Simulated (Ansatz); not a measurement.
Relaxation of a periodic cell of 17 atoms, Mg8HO8 (host MgO, host structure Fm-3m, interstitial H), cell charge +1, to a largest force component of 0.03 eV/Å in at most 60 steps.

Theory: Ansatz 0.2.0, DFT PBE-D3(BJ), scalar-relativistic, plane waves, PAW. Settings: PAW set soft_1, cutoff 420 eV, k mesh 3x3x3, gaussian smearing 0.05 eV, no spin polarisation.

```xyz
17
Lattice="0.0000 4.2930 4.2930 4.2930 0.0000 4.2930 4.2930 4.2930 0.0000" Properties=species:S:1:pos:R:3
Mg 0.000 0.000 0.000
O 2.147 2.147 2.147
Mg 2.147 2.147 0.000
O 4.293 4.293 2.147
Mg 2.147 0.000 2.147
O 4.293 2.147 4.293
Mg 4.293 2.147 2.147
O 6.439 4.293 4.293
Mg 0.000 2.147 2.147
O 2.147 4.293 4.293
Mg 2.147 4.293 2.147
O 4.293 6.439 4.293
Mg 2.147 2.147 4.293
O 4.293 4.293 6.439
Mg 4.293 4.293 4.293
O 6.439 6.439 6.439
H 3.167 1.097 3.255
```

Problem. Where does it end, and by what steps?

Solution. The forces met the threshold. Limits of this set-up: a small cell, in which the defect meets its images, a typed lattice constant that wasn't relaxed here, charged cell in a uniform background, uncorrected. After 12 steps the energy has fallen by 2.121 eV; H17 moved furthest, 0.83 Å. Parted: Mg7–H17 (1.90 → 2.74 Å). Joined: O8–H17 (1.82 → 0.98 Å).

```json
{"step": "0", "energy less start (eV)": "0.0000", "largest force component (eV/Å)": "1.568", "accepted": "yes"}
{"step": "1", "energy less start (eV)": "-0.6195", "largest force component (eV/Å)": "0.315", "accepted": "yes"}
{"step": "2", "energy less start (eV)": "-0.6839", "largest force component (eV/Å)": "0.221", "accepted": "yes"}
{"step": "3", "energy less start (eV)": "-0.7124", "largest force component (eV/Å)": "0.368", "accepted": "yes"}
{"step": "4", "energy less start (eV)": "-0.7815", "largest force component (eV/Å)": "0.652", "accepted": "yes"}
{"step": "5", "energy less start (eV)": "-1.1054", "largest force component (eV/Å)": "1.249", "accepted": "yes"}
{"step": "6", "energy less start (eV)": "-1.6787", "largest force component (eV/Å)": "1.740", "accepted": "yes"}
{"step": "7", "energy less start (eV)": "-2.0282", "largest force component (eV/Å)": "0.908", "accepted": "yes"}
{"step": "8", "energy less start (eV)": "-2.0239", "largest force component (eV/Å)": "1.885", "accepted": "no"}
{"step": "9", "energy less start (eV)": "-2.0957", "largest force component (eV/Å)": "0.443", "accepted": "yes"}
{"step": "10", "energy less start (eV)": "-2.1205", "largest force component (eV/Å)": "0.032", "accepted": "yes"}
{"step": "11", "energy less start (eV)": "-2.1205", "largest force component (eV/Å)": "0.032", "accepted": "yes"}
{"step": "12", "energy less start (eV)": "-2.1208", "largest force component (eV/Å)": "0.001", "accepted": "yes"}
```

```xyz
17
Lattice="0.0000 4.2930 4.2930 4.2930 0.0000 4.2930 4.2930 4.2930 0.0000" Properties=species:S:1:pos:R:3
Mg 0.173 -0.005 0.009
O 2.168 2.153 2.143
Mg 2.191 2.143 -0.046
O 4.328 4.316 2.110
Mg 2.137 -0.005 1.972
O 4.296 2.154 4.270
Mg 4.300 2.158 2.138
O 6.447 4.305 4.285
Mg 0.029 2.179 2.117
O 2.198 4.349 4.240
Mg 2.191 4.342 2.153
O 4.328 6.479 4.274
Mg 2.137 2.324 4.302
O 4.296 4.319 6.436
Mg 4.286 4.342 4.247
O 6.458 6.479 6.403
H 2.720 0.579 3.717
```

Whether the end is a true minimum wasn't checked by a vibrational analysis.

Time of the run: 2 min on 2 threads of Intel(R) Xeon(R) Processor @ 2.50GHz (Skylake/Cascade Lake), on a shared host, peak memory 0.55 GiB.
